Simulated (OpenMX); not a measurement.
Crystal: CdO (Monteponite).

```
Cd O
1.0
     0.00000    2.34950    2.34950
     2.34950    0.00000    2.34950
     2.34950    2.34950    0.00000
Cd O
1 1
Direct
  0.00000 0.00000 0.00000
  0.50000 0.50000 0.50000
```

Base run:

* Program: OpenMX 3.8.5
* Functional: PBE
* Potentials or basis: OpenMX 2013 PBE set, Cd7.0-s3p2d2, O6.0-s2p2d1, grid cutoff 500 Ry
* k mesh: 7 × 7 × 7
* Occupations: fermi-dirac, width 0.05 eV
* Spin: no spin polarisation

Its results: band gap on the k mesh none (metal or under the smearing width); pressure 7.6 GPa.

The run is repeated on the same cell with these changes: dispersion from none to D3. What comes out?

Band gap on the k mesh none (metal or under the smearing width); pressure 5.5 GPa.

Dispersion adds attraction, which lowers the pressure at fixed volume and, as a term added to the energy, leaves the levels alone.

Caveats: the basis of atomic orbitals isn't converged, which shifts pressures, moduli and gaps; pairwise dispersion overbinds metals, which lowers pressure and volume (some runs).
